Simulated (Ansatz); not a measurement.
# Hf: the cost of one run

Program: Ansatz 0.2.0. Level of theory: DFT PBE, scalar-relativistic, plane waves, PAW. These are calculated values, not measurements.

1 further run of the same task is left out (set aside as unsound or not needed).

## Step 1: The starting structure

Symmetry: P6_3/mmc, No. 194, hexagonal system. Conventional cell: a = 3.204 Å, b = 3.204 Å, c = 5.069 Å, α = 90.00°, β = 90.00°, γ = 120.00°. Hf (site symmetry -6m2) has 12 Hf at 3.14 to 3.20 Å as nearest neighbours.

As a file:

```cif
data_structure
_symmetry_space_group_name_H-M 'P6_3/mmc'
_symmetry_Int_Tables_number 194
_cell_length_a 3.2043
_cell_length_b 3.2043
_cell_length_c 5.0686
_cell_angle_alpha 90.000
_cell_angle_beta 90.000
_cell_angle_gamma 120.000
_cell_volume 45.07
loop_
_atom_site_label
_atom_site_type_symbol
_atom_site_symmetry_multiplicity
_atom_site_Wyckoff_symbol
_atom_site_fract_x
_atom_site_fract_y
_atom_site_fract_z
_atom_site_occupancy
Hf1 Hf 2 c 0.33333 0.66667 0.25000 1
```

This cell was relaxed beforehand with the same method: volume 22.53 Å³/atom, gap on the mesh none (metal).

## Step 2: Tight relaxation for the response runs, with the smearing for a metal

Response runs need a geometry at rest under their own mesh and occupations; hence this stricter relaxation.

input.yaml

```yaml
crystal:
  lattice:
    - [3.2042764932, 0.0, 0.0]
    - [-1.6021382466, 2.7749848439, 0.0]
    - [0.0, 0.0, 5.0685977252]
  atoms:
    - { symbol: Hf, position: [0.3333333333, 0.6666666667, 0.25] }
    - { symbol: Hf, position: [0.6666666667, 0.3333333333, 0.75] }
basis:
  ecutwfc: 420
kpoints:
  mp_grid: { grid: [18, 18, 8] }
hamiltonian:
  xc: pbe
scf:
  occupations: { method: fermi_dirac, width: 0.15 }
output:
  forces: true
  stress: true
  eigenvalues: true
relax:
  adjacent_minimum: "off"
  f_tol: 0.001
  max_steps: 60
  cell: { stress_tol: 0.01 }
```

Launch:

```bash
$ ansatz run input.yaml --threads 1 --pin off --max-ram 3072MiB --backend cpu --events-out ev --progress --plain --runs-dir out
```

What time and memory should one allow on 1 thread of Intel Xeon 6975P-C (Granite Rapids), shared host?

About 24 s, with a peak of 0.52 GiB.
